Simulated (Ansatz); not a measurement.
# Y2NS2 MXene monolayer in a perpendicular field, part 2 of 2

What dipole does a perpendicular field induce in the Y2NS2 MXene monolayer? A positive field points along +c.

Ansatz 0.2.0; plane-wave DFT, PBE-D3(BJ), Ansatz PAW.

So far. Step 2 (Relaxing the slab): The lattice constant a goes from 3.406 to 3.673 Å.

**3. Single point, field 0**

A sawtooth potential applies the field, turning back in the middle of the vacuum. With the dipole correction the typed value is the field outside the slab. The induced dipole is small, so the SCF threshold is tight.

The cell differs from the one that the last finished run ended in (c 44.161 → 23.932 Å).

Contents of input.yaml:

```yaml
crystal:
  lattice:
    - [3.6729077111, 0.0, 0.0]
    - [-1.8364538556, 3.1808313836, 0.0]
    - [0.0, 0.0, 23.9316308457]
  atoms:
    - { symbol: S, position: [0.3333333333, 0.6666666667, 0.3760713199] }
    - { symbol: "Y", position: [0.6666666667, 0.3333333333, 0.4419223238] }
    - { symbol: "N", position: [0.0, 0.0, 0.5] }
    - { symbol: "Y", position: [0.3333333333, 0.6666666667, 0.5580776762] }
    - { symbol: S, position: [0.6666666667, 0.3333333333, 0.6239286801] }
kpoints:
  mp_grid: { grid: [18, 18, 1] }
  band_path:
    path: [[0, 0, 0], [0.5, 0, 0], [0.33333333, 0.33333333, 0], [0, 0, 0]]
    npoints: 16
hamiltonian:
  xc: pbe
  dispersion: d3bj
scf:
  occupations: { method: fermi_dirac, width: 0.02585 }
  convergence: { dr2_threshold: 1.0e-10 }
efield:
  axis: 3
  dipole_correction: true
  ramp_position: 0.97
  ramp_width: 0.06
  amplitude: 0
output:
  dos: { projected: true, e_range: [-6, 5] }
  write_potential: true
  write_density: true
  volumetric_format: npy
  elf: true
```

On the command line:

```bash
ansatz run input.yaml --threads 2 --pin off --max-ram 3072MiB --backend cpu --events-out ev --progress --plain --runs-dir out
```

Numbers of over 12 decimals in the logs are rounded to 6 here.

Output:

```text
[...]
Crystal: 5 atoms, lattice volume = 279.591 Å³
Basis set: ecut = 420 eV, 5455 PW (Γ)
Bands: 25, of which v1, the nominal top of the filled ones, is band 20 counted from 1 (19 counted from 0)
Symmetry: 6 space group operations
k-points: 37 of 324 (time reversal used)
[...]
SCF iter   1: F=—  HF=-9893.457801 eV  |F-HF|=—  |Δ(HF+E_count)|=         —  Δρ=3.93e-3  dr2=8.43e-2  ethr=1.77e-3  p=0.000 e·Å  D=5.86e-14 V/Å  ΔV_dip=-0.00 eV  dr2_dipole=7.82e-8  V_vac-E_F(+/−)=7.26/7.26 eV  ⟨swp⟩=8.8  Hψ=5317  notcnv=0
efield: sawtooth ramp at fractional position 0.9700 (set: `efield.ramp_position`, or a place that a band, a saddle search or an elastic batch's reference lends), width 0.0600; the density the first Hamiltonian is built on has a dipole p = 0.000 e·Å; the dipole correction subtracts the counter field D = 5.86e-14 V/Å, which shifts the + side's vacuum level by -0.00 eV against the − side's; the planar-averaged density in the ramp window peaks in size at 3.2e-6 e/Å³
[...]
SCF iter   2: F=—  HF=-9893.449970 eV  |F-HF|=—  |Δ(HF+E_count)|=   7.83e-3  Δρ=1.40e-3  dr2=2.46e-2  ethr=2.16e-4  p=-0.000 e·Å  D=-4.16e-6 V/Å  ΔV_dip=0.00 eV  dr2_dipole=1.22e-7  V_vac-E_F(+/−)=7.15/7.15 eV  ⟨swp⟩=2.4  Hψ=1682  notcnv=0  defer=37
[...]
SCF iter  10: F=-9893.447375 eV  HF=-9893.447375 eV  |F-HF|=5.46e-12  |Δ(HF+E_count)|=  5.64e-11  Δρ=2.67e-8  dr2=1.63e-12  ethr=1.00e-12  p=0.000 e·Å  D=9.38e-9 V/Å  ΔV_dip=-0.00 eV  dr2_dipole=3.20e-15  V_vac-E_F(+/−)=7.21/7.21 eV  ⟨swp⟩=2.0  Hψ=1804  notcnv=0
SCF 1 converged in 10 iterations: F = -9893.447375 eV  dr2 = 1.63e-12
[...]
NSCF: frozen V_eff on 49 k-points
efield: sawtooth ramp at fractional position 0.9700 (kept from the solve that this one continues, or follows in the run), width 0.0600; the density the first Hamiltonian is built on has a dipole p = 0.000 e·Å; the dipole correction subtracts the counter field D = 9.38e-9 V/Å, which shifts the + side's vacuum level by -0.00 eV against the − side's; the planar-averaged density in the ramp window peaks in size at 2.0e-7 e/Å³
WARN: The output density's exchange-correlation potential varies sharply where the density is thin. Do not read a vacuum level from v_tot or v_xc, or from such a field of the output density. On a cell that repeats whose density bears no net charge and no dipole along the vacuum's axis use v_es (v_loc + v_h of the components); under efield.dipole_correction with no amplitude use v_es + v_field, which holds any externa [...]
SCF converged after 10 iterations
Free energy (F): -9893.447375 eV
[...]
Internal energy: -9893.439898 eV  (E = F + TS)
E sigma→0 (E₀):  -9893.443637 eV
Entropy (-TS):   -0.007477 eV (-1.495 meV/atom)
Fermi energy:    -1.944425 eV
Dipole field:    D = -0.000000 V/Å  (p = -0.000000 e·Å, saw-weighted, corrected)
Work function:   Φ+ = 7.2123 eV   Φ− = 7.2123 eV
Levels:          The Fermi level and band energies are counted from a zero that moves with the ramp; work functions are not
[...]
--- Band table (eV; the first three rows and the last of 37) ---
  k-point 0: bands = [... 16 lower, -2.1171, -1.9524, -1.3723, -1.3723, 1.6375, 1.6375, 1.8939, 2.5649, ... 1 higher]
  k-point 1: bands = [... 16 lower, -2.1228, -1.7581, -1.5414, -1.4233, 1.5543, 1.7133, 1.9132, 2.6674, ... 1 higher]
  k-point 2: bands = [... 16 lower, -2.1419, -1.9740, -1.6380, -1.5510, 1.3079, 1.9164, 2.0085, 2.8518, ... 1 higher]
  k-point 36: bands = [... 16 lower, -2.8667, -2.8667, -2.7337, -2.7337, 2.1081, 2.1081, 2.6110, 4.0765, ... 1 higher]
```

It took 22 s on 2 threads of Intel Xeon Platinum 8375C at 2.90GHz (Ice Lake), shared host; peak memory 0.69 GiB; 43 s of CPU time.

In the SCF lines HF is the Harris–Foulkes energy and dr2 the Hartree energy of the density residual, in eV; the loop may stop once dr2 is under the threshold and the program's other checks hold. Hψ counts applications of the Hamiltonian.

This step gave:

```yaml
energy_at_zero_smearing: -9893.4436 eV
work_function_upper_face: 7.212 eV
dipole_along_the_normal: -8.50e-8 e·Å
```

Running mean over a fixed 2.5 Å (it still follows the layers) of the planar mean; the ramp of the sawtooth is left out. Electron's electrostatic potential energy less the Fermi level against z:

```
z (Å)  electron's electrostatic potential energy less the Fermi level (eV)
  3.0                                                                 7.21
  3.5                                                                 7.21
  4.0                                                                 7.21
  4.5                                                                 7.21
  5.0                                                                 7.21
  5.5                                                                 7.21
  6.0                                                                 7.19
  6.5                                                                 7.12
  7.0                                                                 6.73
  7.5                                                                 5.31
  8.0                                                                 3.22
  8.5                                                                 1.10
  9.0                                                                -1.53
  9.5                                                                -4.68
 10.0                                                                -6.27
 10.5                                                                -6.29
 11.0                                                                -6.37
 11.5                                                                -5.92
 12.0                                                                -5.60
 12.5                                                                -6.01
 13.0                                                                -6.37
 13.5                                                                -6.29
 14.0                                                                -6.18
 14.5                                                                -4.30
 15.0                                                                -1.11
 15.5                                                                 1.38
 16.0                                                                 3.52
 16.5                                                                 5.56
 17.0                                                                 6.82
 17.5                                                                 7.14
 18.0                                                                 7.20
 18.5                                                                 7.21
 19.0                                                                 7.21
 19.5                                                                 7.21
 20.0                                                                 7.21
 20.5                                                                 7.21
```

The density of states has structure finer than the step of the table below, so its rows give means over 0.2 eV, whole bins alone (the curve runs from -6 to 1.99 eV). Peaks (eV: height): -2.20: 16.5, -1.75: 18.1, -1.51: 15.4, -1.26: 17.2, -1.01: 11.8, -0.93: 17.2, -0.18: 10.7.

Density of states against energy, zero at the Fermi level; means over each step:

```
energy (eV)  density of states (states/eV a cell)
       -3.4                                     0
       -3.2                                 0.570
       -3.0                                  1.51
       -2.8                                  2.13
       -2.6                                  3.16
       -2.4                                  2.65
       -2.2                                  8.10
       -2.0                                  2.34
       -1.8                                  5.19
       -1.6                                  8.99
       -1.4                                  7.95
       -1.2                                  5.02
       -1.0                                  7.49
       -0.8                                  6.01
       -0.6                                  7.46
       -0.4                                  6.84
       -0.2                                  7.98
        0.0                                  3.52
        0.2                                  2.31
        0.4                                  1.07
        0.6                                 0.157
        0.8                                     0
        1.0                                     0
        1.2                                     0
        1.4                                     0
        1.6                                     0
        1.8                                 0.145
```

Projected DOS per atom over height of the atomic layer and energy from the Fermi level. Layers: S Y N Y S from below.

Ten even steps from '0' (0.00 states/eV) to '9' (3.81 states/eV), each cell a mean:
```
00000
00000
00000
00000
10001
30203
71217
61116
41214
33933
31213
32323
11311
00100
00000
00000
00000
00000
00000
00000
00000
00000
```
Columns: height of the atomic layer (Å) from 9 to 14.9 (not evenly spaced); rows upwards: energy from the Fermi level (eV) from -5.96 to 1.96.

Electronic bands along the path, in eV, zero at the Fermi level:

```
  point  band 17  band 18  band 19  band 20  band 21  band 22  band 23  band 24
      Γ    -0.17    -0.01     0.57     0.57     3.58     3.58     3.84     4.51
halfway    -0.57    -0.32    -0.01     0.06     2.49     4.31     4.68     4.78
      M    -1.01    -0.44    -0.29    -0.05     1.85     4.18     5.71     6.11
halfway    -1.02    -0.87    -0.72    -0.33     2.65     4.77     5.11     5.26
      K    -0.92    -0.92    -0.79    -0.79     4.05     4.05     4.56     6.02
halfway    -0.54    -0.50    -0.43    -0.06     3.14     3.42     5.12     5.13
      Γ    -0.17    -0.01     0.57     0.57     3.58     3.58     3.84     4.51
```

Electrostatic potential energy in the ca plane at fractional y = 0.333, with atoms of Y and S within 0.2 Å of it. With pseudopotentials it is smooth inside the atoms' cores, unlike the true potential.

Ten even steps from '0' (-39 eV) to '9' (5 eV), each cell a mean:
```
99999999999999999999987544688888888767899999
99999999999999999999875100268888886212699999
99999999999999999999872000057889984010389999
99999999999999999999872000057889984020389999
99999999999999999999874000268888886211689999
99999999999999999999987533678888888766899999
99999999999999999999888777888887778889999999
99999999999999999998888888898876678899999999
99999999999999999998888888998876678899999999
99999999999999999999888878888887778899999999
```
Columns run along c (16.0 Å, from fractional 0.07 to 0.74 of the cell; values clipped at the 3rd and 97th percentile), rows up along a (3.7 Å). Atoms in or near the plane, at fractional coordinates: Y at (0.44, 0.67), S at (0.62, 0.67).

ELF in the ca plane at fractional y = 0.333, with atoms of Y and S within 0.2 Å of it. It is the smooth field of the valence electrons, not physical close to the nuclei.

Values, 6 rows by 16 columns, each cell a mean:
```
0.00 0.00 0.00 0.00 0.00 0.02 0.21 0.33 0.45 0.46 0.19 0.12 0.62 0.84 0.64 0.12
0.00 0.00 0.00 0.00 0.00 0.00 0.03 0.09 0.71 0.71 0.11 0.30 0.72 0.46 0.80 0.22
0.00 0.00 0.00 0.00 0.00 0.01 0.06 0.12 0.69 0.70 0.11 0.24 0.73 0.62 0.77 0.20
0.00 0.00 0.00 0.00 0.00 0.04 0.33 0.49 0.32 0.29 0.26 0.11 0.48 0.79 0.51 0.07
0.00 0.00 0.00 0.00 0.00 0.11 0.59 0.77 0.37 0.27 0.49 0.22 0.14 0.23 0.07 0.00
0.00 0.00 0.00 0.00 0.00 0.09 0.55 0.74 0.29 0.21 0.45 0.16 0.19 0.41 0.17 0.01
```
Columns run along c (16.0 Å, from fractional 0.07 to 0.74 of the cell), rows up along a (3.7 Å). Atoms in or near the plane, at fractional coordinates: Y at (0.44, 0.67), S at (0.62, 0.67).

Valence density in the ca plane at fractional y = 0.333, with atoms of Y and S within 0.2 Å of it. It is the smooth field of the valence electrons, not physical close to the nuclei.

Ten steps, logarithmic in the rise over the least value, from '0' (0.0 e/Å³) to '9' (3.5 e/Å³), each cell a mean:
```
00000000000000000123344566533333345665431000
00000000000000000012236899743222346777642000
00000000000000000011247999853222357757752100
00000000000000000011247999853222357757752100
00000000000000000012236899743222356777642000
00000000000000000123344676533323345666431000
00000000000000000134444443344434444444310000
00000000000000001234554333344445543322110000
00000000000000001234554333344445543222100000
00000000000000000234444333344444443443210000
```
Columns run along c (16.0 Å, from fractional 0.07 to 0.74 of the cell), rows up along a (3.7 Å). Atoms in or near the plane, at fractional coordinates: Y at (0.44, 0.67), S at (0.62, 0.67).

The work function of the upper face is 7.21 eV.

**4. Atoms held, field 0.1 V/Å**

Edit input.yaml of step 3 so:

```diff
@@ -27,5 +27,4 @@
   ramp_width: 0.06
-  amplitude: 0
+  amplitude: 0.1
 output:
-  dos: { projected: true, e_range: [-6, 5] }
   write_potential: true
@@ -33,2 +32 @@
   volumetric_format: npy
-  elf: true
```

Output:

```text
[...]
Crystal: 5 atoms, lattice volume = 279.591 Å³
Basis set: ecut = 420 eV, 5455 PW (Γ)
Bands: 25, of which v1, the nominal top of the filled ones, is band 20 counted from 1 (19 counted from 0)
Symmetry: 6 space group operations
k-points: 37 of 324 (time reversal used)
[...]
k-point 0: bands = [... 16 lower, -2.1174, -1.9527, -1.3726, -1.3726, 1.6372, 1.6372, 1.8936, 2.5640, ... 1 higher]
  k-point 1: bands = [... 16 lower, -2.1231, -1.7584, -1.5417, -1.4235, 1.5540, 1.7130, 1.9129, 2.6665, ... 1 higher]
  k-point 2: bands = [... 16 lower, -2.1422, -1.9743, -1.6383, -1.5513, 1.3075, 1.9161, 2.0082, 2.8509, ... 1 higher]
  k-point 36: bands = [... 16 lower, -2.8709, -2.8632, -2.7432, -2.7246, 2.1061, 2.1095, 2.6107, 4.0762, ... 1 higher]
[key lines of the parts left out:]
SCF converged after 11 iterations
Free energy (F): -9893.449888 eV
Fermi energy:    -1.944660 eV
Dipole field:    D = 0.032522 V/Å  (p = 0.050250 e·Å, saw-weighted, corrected)
```

The job ended after 24 s (2 threads; peak memory 0.68 GiB; 47 s of CPU time).

The dipole is 0.0503 e·Å.

**5. Atoms held, field -0.1 V/Å**

Edit input.yaml of step 4 so:

```diff
@@ -27,3 +27,3 @@
   ramp_width: 0.06
-  amplitude: 0.1
+  amplitude: -0.1
 output:
```

Output:

```text
[...]
Crystal: 5 atoms, lattice volume = 279.591 Å³
Basis set: ecut = 420 eV, 5455 PW (Γ)
Bands: 25, of which v1, the nominal top of the filled ones, is band 20 counted from 1 (19 counted from 0)
Symmetry: 6 space group operations
k-points: 37 of 324 (time reversal used)
[...]
k-point 0: bands = [... 16 lower, -2.1174, -1.9526, -1.3726, -1.3726, 1.6372, 1.6372, 1.8936, 2.5640, ... 1 higher]
  k-point 1: bands = [... 16 lower, -2.1231, -1.7584, -1.5417, -1.4235, 1.5540, 1.7130, 1.9129, 2.6665, ... 1 higher]
  k-point 2: bands = [... 16 lower, -2.1422, -1.9743, -1.6383, -1.5513, 1.3075, 1.9161, 2.0082, 2.8509, ... 1 higher]
  k-point 36: bands = [... 16 lower, -2.8709, -2.8632, -2.7432, -2.7246, 2.1061, 2.1095, 2.6107, 4.0762, ... 1 higher]
[key lines of the parts left out:]
SCF converged after 12 iterations
Free energy (F): -9893.449888 eV
Fermi energy:    -1.944659 eV
Dipole field:    D = -0.032524 V/Å  (p = -0.050254 e·Å, saw-weighted, corrected)
```

Wall time 20 s (2 threads); peak memory 0.65 GiB; 40 s of CPU time.

The dipole is -0.0503 e·Å.

**6. Response, atoms held**

This step: plane-wave DFT, PBE-D3(BJ), Ansatz PAW; response to a field along the normal, atoms held (Ansatz 0.2.0).

The dipoles give the slope, and the difference of two potentials shows where the field is screened.

Numbers from this step:

```yaml
equivalent_conductor_thickness_p_eps_0ae: 7.783 Å
distance_between_the_outer_atoms: 5.932 Å
```

The dipole of the cell by applied field:

```
applied field (V/Å)  dipole of the cell (e·Å)
            -0.1000                   -0.0503
             0.0000                   -8.5e-8
             0.1000                    0.0503
```

Local field over the applied field, running mean. From the potentials at -0.1 and 0.1 V/Å; running mean over 2.5 Å. Table of local field over applied field by z:

```
z (Å)  local field over applied field
  4.5                           1.000
  5.0                           0.998
  5.5                           0.994
  6.0                           0.980
  6.5                           0.942
  7.0                           0.854
  7.5                           0.708
  8.0                           0.531
  8.5                           0.344
  9.0                           0.175
  9.5                          0.0627
 10.0                          0.0157
 10.5                         0.00276
 11.0                         0.00790
 11.5                          0.0219
 12.0                          0.0283
 12.5                          0.0200
 13.0                         0.00623
 13.5                         0.00341
 14.0                          0.0195
 14.5                          0.0732
 15.0                           0.196
 15.5                           0.370
 16.0                           0.556
 16.5                           0.730
 17.0                           0.869
 17.5                           0.950
 18.0                           0.983
 18.5                           0.995
 19.0                           0.999
 19.5                           1.000
```

Electrons, planar mean, per unit field. The induced electron density by z:

```
z (Å)  induced electron density (e/Å³ per V/Å)
 4.04                                   4.7e-7
 4.49                                   1.6e-6
 4.94                                   5.2e-6
 5.38                                   1.7e-5
 5.68                                   3.7e-5
 6.13                                   1.1e-4
 6.58                                   3.2e-4
 7.03                                   8.3e-4
 7.48                                  0.00193
 7.93                                  0.00340
 8.38                                  0.00325
 8.82                                  0.00139
 9.12                                  0.00116
 9.57                                   7.8e-4
10.02                                  -1.4e-4
10.47                                  -5.7e-4
10.92                                  -2.6e-4
11.37                                   8.4e-5
11.82                                   1.2e-4
12.12                                  -1.2e-4
12.56                                  -8.5e-5
13.01                                   2.6e-4
13.46                                   5.7e-4
13.91                                   1.5e-4
14.36                                  -7.8e-4
14.81                                 -0.00116
15.11                                 -0.00139
15.56                                 -0.00325
16.00                                 -0.00340
16.45                                 -0.00193
16.90                                  -8.3e-4
17.35                                  -3.2e-4
17.80                                  -1.1e-4
18.25                                  -3.7e-5
18.55                                  -1.7e-5
19.00                                  -5.3e-6
19.44                                  -1.6e-6
19.89                                  -4.5e-7
```

By hand: between -0.1 and 0.1 V/Å the dipole changes by 0.1005 e·Å, a slope of 0.5025 e·Å²/V. A perfect conductor of thickness t has p = ε₀AEt, so t = 180.95 × 0.5025 / 11.683 = 7.78 Å (e/ε₀ = 180.95 V·Å, A in Å²).

The induced dipole is that of a conductor 7.78 Å thick.

**7. What came out**

```
gap without field                          : none
work function, upper face                  : 7.21 eV
equivalent conductor thickness, atoms held : 7.78 Å
```

**Reading.** The induced dipole equals that of a perfect conductor 7.78 Å thick, while the outer atoms lie 5.93 Å apart. There is no gap over 0.03 eV, with or without the field. The first relaxation ran with spin and lost its moment, and the later runs have none; other magnetic states were not tried. Spin-orbit coupling is left out. The MXene's terminations sit over the metal atoms of its far layer; the site over carbon or nitrogen, which some compounds prefer, was not run.

[Logs are printed without paths, hosts, clocks, repeated set-up lines and the standing remarks that a program may print on its own settings, such as how far it seeks lower states.]

[Hosts, paths, dates, database ids (printed as entryN), source tags and the programs' standing remarks are cut or masked in the printed files.]

[Maps of the electrostatic potential energy from Ansatz leave out the sawtooth potential of an applied field or a dipole correction, so their vacuum need not be flat; planar profiles and work functions include it.]

[The density of states shown here was stored with 400 of the rows of the run's finer table, so its peaks can read low, often by over a quarter, or be missed, and its means over a window can be off by a tenth or more.]
